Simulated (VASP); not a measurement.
# NaH (Fm-3m) in VASP: notebook

The runs below take NaH through single point, relaxation of cell and atoms, with PBEsol.

All numbers are computed with VASP 6.6.1; they aren't measurements. Logs are shortened: lines on timing, memory, paths and dates and some standing lists are left out, and cuts for length are marked.

**1. The structure**

It takes space group Fm-3m (No. 225, cubic). Conventional cell: a = 4.791 Å, b = 4.791 Å, c = 4.791 Å, α = 90.00°, β = 90.00°, γ = 90.00°. Na (site symmetry m-3m) is surrounded by 6 H at 2.40 Å. H (site symmetry m-3m) is surrounded by 6 Na at 2.40 Å.

**2. Single point, PBEsol**

INCAR

```
ALGO = Normal ; EDIFF = 1E-6
ENCUT = 520 ; GGA = PS
ISIF = 2 ; ISMEAR = 0
LASPH = T ; LCHARG = T
LELF = T ; LREAL = F
LVHAR = T ; LWAVE = F
NBANDS = 11 ; NELM = 100
PREC = Accurate ; SIGMA = 0.02
```

KPOINTS

```
k-points
0
Gamma
  8 8 8
```

POSCAR

```
NaH
1.0
    0.0000000000      2.3956887629      2.3956887629
    2.3956887629      0.0000000000      2.3956887629
    2.3956887629      2.3956887629      0.0000000000
Na H
1 1
Direct
    0.0000000000      0.0000000000      0.0000000000
    0.5000000000      0.5000000000      0.5000000000
```

Potentials or basis: VASP PAW PBE potentials, release 64 (Na_pv, H).

The run is started by

```sh
$ cat potpaw_PBE.64/Na_pv/POTCAR potpaw_PBE.64/H/POTCAR > POTCAR
$ mpirun -np 1 vasp_std > vasp.out
```

OUTCAR:

```text
EDIFF = 1E-6
   ENCUT = 520
   GGA = PS
   ISIF = 2
   ISMEAR = 0
   LASPH = T
   LREAL = F
   NELM = 100
   PREC = Accurate

 ion  position               nearest neighbor table
   1  0.000  0.000  0.000-
   2  0.500  0.500  0.500-

  LATTYP: Found a face centered cubic cell.
 ALAT       =     4.7913775258

  Lattice vectors:

 A1 = (   0.0000000000,   2.3956887629,   2.3956887629)
 A2 = (   2.3956887629,   0.0000000000,   2.3956887629)
 A3 = (   2.3956887629,   2.3956887629,   0.0000000000)

Analysis of symmetry for initial positions (statically):
=====================================================================
 Subroutine PRICEL returns:
 Original cell was already a primitive cell.

 Routine SETGRP: Setting up the symmetry group for a
 face centered cubic supercell.

 Subroutine GETGRP returns: Found 48 space group operations
 (whereof 48 operations were pure point group operations)
 out of a pool of 48 trial point group operations.

The static configuration has the point symmetry O_h .

Analysis of symmetry for dynamics (positions and initial velocities):
=====================================================================
 Subroutine PRICEL returns:
 Original cell was already a primitive cell.

 Routine SETGRP: Setting up the symmetry group for a
 face centered cubic supercell.

 Subroutine GETGRP returns: Found 48 space group operations
 (whereof 48 operations were pure point group operations)
 out of a pool of 48 trial point group operations.

The dynamic configuration has the point symmetry O_h .

 Subroutine INISYM returns: Found 48 space group operations
 (whereof 48 operations are pure point group operations),
 and found     1 'primitive' translations

----------------------------------------------------------------------------------------

                                     Primitive cell

  volume of cell :      27.4993

  direct lattice vectors                    reciprocal lattice vectors
     0.000000000  2.395688763  2.395688763    -0.208708246  0.208708246  0.208708246
     2.395688763  0.000000000  2.395688763     0.208708246 -0.208708246  0.208708246
     2.395688763  2.395688763  0.000000000     0.208708246  0.208708246 -0.208708246

  length of vectors
     3.388015540  3.388015540  3.388015540     0.361493286  0.361493286  0.361493286

  position of ions in fractional coordinates (direct lattice)
     0.000000000  0.000000000  0.000000000
     0.500000000  0.500000000  0.500000000
[... 85 lines left out ...]
   POTIM  = 0.5000    time-step for ionic-motion
   TEBEG  =    0.0;   TEEND  =   0.0 temperature during run
   PSTRESS=    0.0 pullay stress
   NELECT =       8.0000    total number of electrons
   NUPDOWN=      -1.0000    fix difference up-down
   EMIN   =  10.00;   EMAX   =-10.00  energy-range for DOS
   EFERMI =   0.00;   METHOD = LEGACY
   ISMEAR =     0;   SIGMA  =   0.02  broadening in eV -4-tet -1-fermi 0-gaus
   EFERMI_NEDOS =   21; number of points for ismear=-14 and -15
   IALGO  =     38    algorithm
   IMIX   =      4    mixing-type and parameters
     AMIX     =   0.40;   BMIX     =  1.00
     AMIX_MAG =   1.60;   BMIX_MAG =  1.00
  volume/ion in A,a.u.               =      13.75        92.79
  Fermi-wavevector in a.u.,A,eV,Ry     =   1.084754  2.049887 16.009844  1.176690
  Thomas-Fermi vector in A             =   2.220851
   LORBIT       =      0    0 simple, 1 ext, 2 COOP (PROOUT), +10 PAW based schemes
   GGA     = PS    functional components
   LHFCALC =     F    Hartree Fock is set to
   AEXX    =    0.0000 exact exchange contribution
   IVDW    =     0    specifies the selected vdW correction
   LEPSILON=     F    determine dielectric tensor
   LRPA    =     F    only Hartree local field effects (RPA)
 non-spin polarized calculation
 Gauss-broadening in eV      SIGMA  =   0.02
  energy-cutoff  :      520.00
  volume of cell :       27.50
 maximum number of plane-waves:       754
 NGX is ok and might be reduce to    28
   NGX = 13   NGY = 13   NGZ = 13

 number of electron       7.9999992 magnetization

 Free energy of the ion-electron system (eV)
  ---------------------------------------------------
  ext. energy  EPLUGINS =         0.00000000
  ---------------------------------------------------
  free energy    TOTEN  =        -5.08592229 eV

  energy without entropy =       -5.08592229  energy(sigma->0) =       -5.08592229

 E-fermi :  -0.8298     XC(G=0):  -7.9780

 val. band max:       -1.0113024100   @ k =  -0.2500   0.5000   0.2500
 cond. band min:       2.5930517960   @ k =   0.5000   0.0000   0.0000
 fundamental gap:      3.6043542060
 Fermi energy:        -0.8297913088

 k-point     1 :       0.0000    0.0000    0.0000
  band No.  band energies     occupation
      1     -22.9669      2.00000
      2     -22.9669      2.00000
      3     -22.9669      2.00000
      4      -4.8092      2.00000
      5       9.6298      0.00000
      6      14.5761      0.00000
      7      14.5761      0.00000
      8      14.5761      0.00000
      9      15.5877      0.00000
     10      15.5877      0.00000
     11      15.5877      0.00000
[... 309 lines left out ...]
 k-point    24 :      -0.3750    0.2500    0.1250
  band No.  band energies     occupation
      1     -23.0561      2.00000
      2     -23.0056      2.00000
      3     -22.9879      2.00000
      4      -1.5284      2.00000
      5       3.3854      0.00000
      6       6.7147      0.00000
      7      10.0082      0.00000
      8      14.0073      0.00000
      9      15.2194      0.00000
     10      18.4971      0.00000
     11      20.6442      0.00000

 [... further k-points ...]

------------------------ aborting loop because EDIFF is reached ----------------------------------------

  FORCE on cell =-STRESS in cart. coord.  units (eV):
  Direction    XX          YY          ZZ          XY          YZ          ZX
  --------------------------------------------------------------------------------------
  -------------------------------------------------------------------------------------
  Total       -0.0028547     -0.0028547     -0.0028547      0.0000000      0.0000000      0.0000000
  in kB       -0.1663238     -0.1663238     -0.1663238      0.0000000      0.0000000      0.0000000
  external PRESSURE =      -0.1663238 kB  Pullay stress =       0.0000000 kB

 VOLUME and BASIS-vectors are now :
 -----------------------------------------------------------------------------
  energy-cutoff  :      520.00
  volume of cell :       27.50
      direct lattice vectors                 reciprocal lattice vectors
     0.000000000  2.395688763  2.395688763    -0.208708246  0.208708246  0.208708246
     2.395688763  0.000000000  2.395688763     0.208708246 -0.208708246  0.208708246
     2.395688763  2.395688763  0.000000000     0.208708246  0.208708246 -0.208708246

 POSITION                                       TOTAL-FORCE (eV/Angst)
 -----------------------------------------------------------------------------------
      0.00000      0.00000      0.00000         0.000000      0.000000      0.000000
      2.39569      2.39569      2.39569        -0.000000     -0.000000     -0.000000
 -----------------------------------------------------------------------------------
    total drift:                               -0.000000     -0.000000     -0.000000

  FREE ENERGIE OF THE ION-ELECTRON SYSTEM (eV)
  ---------------------------------------------------
  free  energy   TOTEN  =        -5.0859222949 eV

  energy  without entropy=       -5.0859222949  energy(sigma->0) =       -5.08592229
```

stdout:

```text
POSCAR found type information on POSCAR NaH
 POSCAR found :  2 types and       2 ions
 scaLAPACK will be used
 -----------------------------------------------------------------------------
|                                                                             |
|                                                                             |
|     You enforced a specific xc type in the INCAR file but a different       |
|     I HOPE YOU KNOW WHAT YOU ARE DOING!                                     |
|                                                                             |
 -----------------------------------------------------------------------------

 LDA part: xc-table for (Slater+PW92), standard interpolation
 POSCAR, INCAR and KPOINTS ok, starting setup
 FFT: planning ... GRIDC
 FFT: planning ... GRID_SOFT
 FFT: planning ... GRID
 WAVECAR not read
 entering main loop
```

It used 6.1 s of CPU time on 1 thread of Intel(R) Xeon(R) Platinum 8488C (Sapphire Rapids) (shared host), which was overloaded at the time.

What came out:

- Free energy: -5.0859 eV
- Pressure: 0.0 GPa
- Band gap on the k mesh: 3.60 eV, indirect (least direct gap 4.51 eV)

Levels at points of the mesh, in eV from the valence-band top:
| k point | band 1 | band 2 | band 3 | band 4 | band 5 | band 6 | band 7 | band 8 | band 9 |
| --- | --- | --- | --- | --- | --- | --- | --- | --- | --- |
| (0.00, 0.00, 0.00) | -21.96 | -21.96 | -21.96 | -3.80 | 10.64 | 15.59 | 15.59 | 15.59 | 16.60 |
| (0.50, 0.00, 0.00) | -22.06 | -21.97 | -21.97 | -0.91 | 3.60 | 10.80 | 13.39 | 13.39 | 16.46 |
| (0.50, 0.50, 0.00) | -22.05 | -21.99 | -21.99 | -0.19 | 4.46 | 9.87 | 10.66 | 10.66 | 11.97 |

Caveat: the PAW data sets were made with another functional, which shifts forces and pressure a little.

**3. Relaxation of cell and atoms, PBEsol**

This run uses another cell than the first one, of 14.53 Å³/atom, 1.057 times its volume.

INCAR

```
ALGO = Fast
EDIFF = 1E-7
EDIFFG = -0.005
ENCUT = 600
GGA = PS
IBRION = 2
ISIF = 3
ISMEAR = 0
LASPH = T
LCHARG = F
LREAL = F
LWAVE = F
NELM = 100
NSW = 100
PREC = Accurate
SIGMA = 0.02
```

KPOINTS is that of step 2.

POSCAR

```
NaH
1.0
    0.0000000000      2.4400000000      2.4400000000
    2.4400000000      0.0000000000      2.4400000000
    2.4400000000      2.4400000000      0.0000000000
Na H
1 1
Direct
    0.0000000000      0.0000000000      0.0000000000
    0.5000000000      0.5000000000      0.5000000000
```

Potentials or basis: VASP PAW PBE potentials, release 64 (Na_pv, H).

The run is started by

```sh
$ cat potpaw_PBE.64/Na_pv/POTCAR potpaw_PBE.64/H/POTCAR > POTCAR
$ mpirun -np 1 vasp_std > vasp.out
```

OUTCAR:

```text
EDIFF = 1E-7
   EDIFFG = -0.005
   ENCUT = 600
   GGA = PS
   IBRION = 2
   ISIF = 3
   ISMEAR = 0
   LASPH = T
   LREAL = F
   NELM = 100
   NSW = 100
   PREC = Accurate

 ion  position               nearest neighbor table
   1  0.000  0.000  0.000-
   2  0.500  0.500  0.500-

  LATTYP: Found a face centered cubic cell.
 ALAT       =     4.8800000000

  Lattice vectors:

 A1 = (   0.0000000000,   2.4400000000,   2.4400000000)
 A2 = (   2.4400000000,   0.0000000000,   2.4400000000)
 A3 = (   2.4400000000,   2.4400000000,   0.0000000000)

Analysis of symmetry for initial positions (statically):
=====================================================================
 Subroutine PRICEL returns:
 Original cell was already a primitive cell.

 Routine SETGRP: Setting up the symmetry group for a
 face centered cubic supercell.

 Subroutine GETGRP returns: Found 48 space group operations
 (whereof 48 operations were pure point group operations)
 out of a pool of 48 trial point group operations.

The static configuration has the point symmetry O_h .

Analysis of symmetry for dynamics (positions and initial velocities):
=====================================================================
 Subroutine PRICEL returns:
 Original cell was already a primitive cell.

 Routine SETGRP: Setting up the symmetry group for a
 face centered cubic supercell.

 Subroutine GETGRP returns: Found 48 space group operations
 (whereof 48 operations were pure point group operations)
 out of a pool of 48 trial point group operations.

The dynamic configuration has the point symmetry O_h .

 Subroutine INISYM returns: Found 48 space group operations
 (whereof 48 operations are pure point group operations),
 and found     1 'primitive' translations

----------------------------------------------------------------------------------------

                                     Primitive cell

  volume of cell :      29.0536

[... 128 lines left out ...]
--------------------------------------- Ionic step        1  -------------------------------------------

 number of electron       8.0000008 magnetization

 Free energy of the ion-electron system (eV)
  ---------------------------------------------------
  ext. energy  EPLUGINS =         0.00000000
  ---------------------------------------------------
  free energy    TOTEN  =        -5.08073622 eV

  energy without entropy =       -5.08073622  energy(sigma->0) =       -5.08073622

------------------------ aborting loop because EDIFF is reached ----------------------------------------

  FORCE on cell =-STRESS in cart. coord.  units (eV):
  Direction    XX          YY          ZZ          XY          YZ          ZX
  --------------------------------------------------------------------------------------
  -------------------------------------------------------------------------------------
  Total       -0.2181484     -0.2181484     -0.2181484      0.0000000      0.0000000     -0.0000000
  in kB      -12.0299308    -12.0299308    -12.0299308      0.0000000      0.0000000     -0.0000000
  external PRESSURE =     -12.0299308 kB  Pullay stress =       0.0000000 kB
[... 59 lines left out ...]
--------------------------------------- Ionic step        3  -------------------------------------------

 number of electron       7.9999992 magnetization

 Free energy of the ion-electron system (eV)
  ---------------------------------------------------
  ext. energy  EPLUGINS =         0.00000000
  ---------------------------------------------------
  free energy    TOTEN  =        -5.08656241 eV

  energy without entropy =       -5.08656241  energy(sigma->0) =       -5.08656241

 E-fermi :  -0.8709     XC(G=0):  -7.9844

 val. band max:       -1.0048244046   @ k =  -0.2500   0.5000   0.2500
 cond. band min:       2.6025494230   @ k =   0.5000   0.0000   0.0000
 fundamental gap:      3.6073738275
 Fermi energy:        -0.8709040835

 k-point     1 :       0.0000    0.0000    0.0000
  band No.  band energies     occupation
      1     -22.9572      2.00000
      2     -22.9572      2.00000
      3     -22.9572      2.00000
      4      -4.8085      2.00000
      5       9.6532      0.00000
      6      14.5973      0.00000
      7      14.5973      0.00000
      8      14.5973      0.00000
[... 243 lines left out ...]
 k-point    24 :      -0.3750    0.2500    0.1250
  band No.  band energies     occupation
      1     -23.0470      2.00000
      2     -22.9961      2.00000
      3     -22.9784      2.00000
      4      -1.5226      2.00000
      5       3.3958      0.00000
      6       6.7287      0.00000
      7      10.0274      0.00000
      8      14.0334      0.00000

 [... further k-points ...]

------------------------ aborting loop because EDIFF is reached ----------------------------------------

  FORCE on cell =-STRESS in cart. coord.  units (eV):
  Direction    XX          YY          ZZ          XY          YZ          ZX
  --------------------------------------------------------------------------------------
  -------------------------------------------------------------------------------------
  Total        0.0062317      0.0062317      0.0062317      0.0000000      0.0000000      0.0000000
  in kB        0.3637813      0.3637813      0.3637813      0.0000000      0.0000000      0.0000000
  external PRESSURE =       0.3637813 kB  Pullay stress =       0.0000000 kB
[... 17 lines left out ...]
  FREE ENERGIE OF THE ION-ELECTRON SYSTEM (eV)
  ---------------------------------------------------
  free  energy   TOTEN  =        -5.0865624091 eV

  energy  without entropy=       -5.0865624091  energy(sigma->0) =       -5.08656241

 reached required accuracy - stopping structural energy minimisation
```

CONTCAR:

```text
NaH
   1.00000000000000
     0.0000000000000000    2.3941379204131130    2.3941379204131130
     2.3941379204131130    0.0000000000000000    2.3941379204131130
     2.3941379204131130    2.3941379204131130   -0.0000000000000000
  Na              H
     1     1
Direct
     0.0000000000000000    0.0000000000000000    0.0000000000000000
     0.5000000000000000    0.5000000000000000    0.5000000000000000

  0.00000000E+00  0.00000000E+00  0.00000000E+00
  0.00000000E+00  0.00000000E+00  0.00000000E+00
```

It used 12 s of CPU time on 1 thread of Intel(R) Xeon(R) Platinum 8488C (Sapphire Rapids), with other jobs on the host, which was overloaded at the time.

What came out:

```yaml
Free_energy: -5.0866 eV
Relaxed_volume: 13.72 Å³/atom
Relaxed_cell: a = 3.386 Å, b = 3.386 Å, c = 3.386 Å, α = 60.00°, β = 60.00°, γ = 60.00°
Space_group_after_relaxing_to_0.05_Å: Fm-3m (No. 225)
Energy_gained_by_relaxing: 2.9 meV/atom
Ionic_steps: 3
Pressure_after_relaxing: 0.0 GPa
Band_gap_on_the_k_mesh: 3.61 eV, indirect (least direct gap 4.52 eV)
```

Step by step:
```csv
step,energy change (eV),largest force (eV/Å),pressure (GPa),volume (Å³)
1,0.0000,0.0000,-1.20,29.05
2,-0.0029,0.0000,-0.88,28.60
3,-0.0058,0.0000,0.04,27.45
```

Final structure:
```
CELL_PARAMETERS angstrom
0.00000 2.39414 2.39414
2.39414 0.00000 2.39414
2.39414 2.39414 0.00000
ATOMIC_POSITIONS crystal
Na 0.00000 0.00000 0.00000
H 0.50000 0.50000 0.50000
```

Levels at points of the mesh, in eV from the valence-band top:
```tsv
k point	band 1	band 2	band 3	band 4	band 5	band 6	band 7	band 8
(0.00, 0.00, 0.00)	-21.95	-21.95	-21.95	-3.80	10.66	15.60	15.60	15.60
(0.50, 0.00, 0.00)	-22.06	-21.97	-21.97	-0.91	3.61	10.82	13.40	13.40
(0.50, 0.50, 0.00)	-22.05	-21.99	-21.99	-0.19	4.46	9.87	10.67	10.67
```

Caveat: the PAW data sets were made with another functional, which shifts forces and pressure a little.

**4. Single point, PBEsol**

This run uses another cell than the first one, of 12.79 Å³/atom, 0.930 times its volume.

INCAR

```
PREC = Accurate
ENCUT = 520
EDIFF = 1E-6
ISMEAR = 0
SIGMA = 0.01
LREAL = False
LASPH = True
NELM = 100
ALGO = Normal
ISIF = 2
LWAVE = False
LCHARG = False
GGA = PS
NBANDS = 11
```

KPOINTS

```
regular mesh
0
Gamma
  8 8 8
```

POSCAR

```
NaH
1.0
    0.0000000000      2.3384429473      2.3384429473
    2.3384429473      0.0000000000      2.3384429473
    2.3384429473      2.3384429473      0.0000000000
Na H
1 1
Direct
    0.0000000000      0.0000000000      0.0000000000
    0.5000000000      0.5000000000      0.5000000000
```

The run is started by

```sh
$ cat potpaw_PBE.64/Na_pv/POTCAR potpaw_PBE.64/H/POTCAR > POTCAR
$ mpirun -np 1 vasp_std > vasp.out
```

It used 5.5 s of CPU time on 1 thread of Intel(R) Xeon(R) Platinum 8488C (Sapphire Rapids), on a shared host, which was overloaded at the time.

The run converged. Its results:

| Quantity | Value |
| --- | --- |
| Free energy | -5.0737 eV |
| Pressure | 2.0 GPa |
| Band gap on the k mesh | 3.72 eV, indirect (least direct gap 4.66 eV) |

Levels at points of the mesh, in eV from the valence-band top:
```tsv
k point	band 2	band 3	band 4	band 5	band 6	band 7
(0.00, 0.00, 0.00)	-21.84	-21.84	-4.01	11.31	16.14	16.14
(0.50, 0.00, 0.00)	-21.86	-21.86	-0.95	3.72	11.32	13.84
(0.50, 0.50, 0.00)	-21.88	-21.88	-0.21	4.60	10.13	11.12
```

Caveat: the PAW data sets were made with another functional, which shifts forces and pressure a little.

**5. Overview**

```csv
task,cell,cutoff (eV),smearing,gap on the mesh (eV),pressure (GPa)
single point,"Fm-3m, 13.75 Å³/atom",520,gaussian 0.02 eV,3.60,0.0
relaxation of cell and atoms,relaxed,600,gaussian 0.02 eV,3.61,0.0
single point,"Fm-3m, 12.79 Å³/atom",520,gaussian 0.01 eV,3.72,2.0
```

Alike in all rows: level PBEsol; potentials or basis VASP PAW PBE potentials, release 64 (Na_pv, H); no spin polarisation; k mesh 8 × 8 × 8.

Caveats: the PAW data sets were made with another functional, which shifts forces and pressure a little.

Total energies depend on the potentials used, so only differences within one code and one set of settings carry meaning.
